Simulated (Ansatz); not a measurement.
The system is AlNi.

```
Ni Al
1.0
     2.88100    0.00000    0.00000
     0.00000    2.88100    0.00000
     0.00000    0.00000    2.88100
Ni Al
1 1
Direct
  0.50000 0.50000 0.50000
  0.00000 0.00000 0.00000
```

Base run:

```yaml
Program: Ansatz 0.2.0
Functional: PBEsol
Potentials_or_basis: Ansatz PAW
Cutoff: "420 eV (not typed: the program's choice for these potentials)"
k_mesh: 8 × 8 × 8
Occupations: fermi-dirac, width 0.05 eV
Spin: collinear spin, ferromagnetic start
Starting_moments: "[1.5, 0.0] μB"
Fixed_moment: 1.5 μB
```

Its results: pressure 7.1 GPa; site moments Ni +1.03; Al +0.16 μB.

**Question.** The run is repeated on the same cell with these changes: fixed moment from 1.5 μB to 0.5 μB; moments at the start from [1.5, 0.0] to [0.5, 0.0]. What comes out?

**Answer.** Pressure -2.4 GPa; site moments Ni +0.38; Al +0.04 μB.

Caveats: the total moment is fixed, so each spin has its own Fermi level; the PAW data sets come from PBE, with cores solved anew for the run's functional, which leaves a small shift of forces and pressure; the thresholds are loose for stress.
